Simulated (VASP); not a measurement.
# ZnSe: convergence, self-consistent run

ZnSe, P4/nmm (no. 129), 4 atoms in the cell. PBE with TS; PAW potentials Se, Zn (PBE set). VASP 6.6.1.

Wanted: energy within 2 meV/atom; pressure within 0.1 GPa.

POSCAR:
```
ZnSe
1.0
    4.1077020000      0.0000000000      0.0000000000
    0.0000000000      4.1077020000      0.0000000000
    0.0000000000      0.0000000000      6.0703500000
Se Zn
2 2
Direct
    0.5000000000      0.0000000000      0.7537200000
    0.0000000000      0.5000000000      0.2462800000
    0.5000000000      0.5000000000      0.0000000000
    0.0000000000      0.0000000000      0.0000000000
```

## Inputs of the Tkatchenko-Scheffler term

| Inputs of the Tkatchenko-Scheffler term | Energy less reference (meV/atom) | Pressure (GPa) | SCF iterations | Time (s) |
|---|---|---|---|---|
| default | 0.0 | -1.33 | 15 | 17 |
| VDW_RADIUS = 15 | 3.2 | -1.29 | 15 | 18 |
| VDW_RADIUS = 100 | -0.1 | -1.33 | 15 | 18 |
| VDW_SR = 0.9 | -19.2 | -1.89 | 15 | 18 |
| VDW_D = 15.0 | -1.4 | -1.38 | 15 | 18 |
| VDW_ALPHA = 25.000 40.000, VDW_C6AU = 210.000 284.000 | 0.0 | -1.33 | 15 | 18 |
| VDW_ALPHA = 25.000 40.000, VDW_C6AU = 231.000 312.400 | -19.5 | -1.47 | 15 | 18 |

Chosen: default; no other choice that stays within half of the tolerance saves 30 % of the time.

## The input

INCAR:
```
SYSTEM = ZnSe
PREC = Accurate
ENCUT = 520
EDIFF = 1E-7
ISMEAR = 0
SIGMA = 0.02
LREAL = .False.
LASPH = .True.
ALGO = Normal
NELM = 100
ISIF = 2
LWAVE = .False.
LCHARG = .False.
IVDW = 2
```

KPOINTS:
```
k-points
0
Gamma
  5 5 3
```

Commands:
```
cat potpaw_PBE.64/Se/POTCAR potpaw_PBE.64/Zn/POTCAR > POTCAR
mpirun -np 1 vasp_std > vasp.out
```

The chosen input took VASP 6.6.1 17 s on 1 core (Intel Xeon 6975P-C (Granite Rapids)), a shared host.
